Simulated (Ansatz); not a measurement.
**In3Sb under changes of volume**

One of the cells (28.292 Å³/atom); the others are scaled copies at fixed shape and fractional positions:

```
Sb In
1.0
     4.83696    0.00000    0.00000
     0.00000    4.83696    0.00000
     0.00000    0.00000    4.83696
Sb In
1 3
Direct
  0.00000 0.00000 0.00000
  0.00000 0.50000 0.50000
  0.50000 0.00000 0.50000
  0.50000 0.50000 0.00000
```

The cell comes from a database or a generator and needn't be the stable form of this composition.

| Property | Result |
| --- | --- |
| Program | Ansatz 0.2.0 |
| Functional | PBEsol |
| Potentials or basis | all-electron LAPW, scalar-relativistic |
| Cutoff | 157 eV (chosen from the basis error) |
| Basis error allowed | 0.001 eV/atom |
| k mesh | 6 × 6 × 6 |
| Occupations | fermi-dirac, width 0.05 eV |
| Spin | no spin polarisation |

```csv
volume (Å³/atom),energy over the lowest point (meV/atom),pressure (GPa)
26.594,0.00,-0.2
27.160,2.34,-1.1
27.726,?,?
28.292,15.38,-2.6
28.857,25.55,-3.2
29.423,37.80,-3.7
29.989,51.86,-4.2
```

Question: What does the run at 27.726 Å³/atom give?

Answer: Energy over the lowest point 7.55 meV/atom; pressure -1.9 GPa.

Worked out: A Birch-Murnaghan fit of order 3 (a polynomial in V^(-2/3)) to the other rows has its minimum at 26.47 Å³/atom, just outside them, with B0 = V·E''(V) = 44 GPa and B' = 4.4. It gives 7.56 meV/atom at 27.726 Å³/atom, against the run's 7.55, and -dE/dV = -1.9 GPa, against -1.9.

Energies are extrapolated to zero smearing.
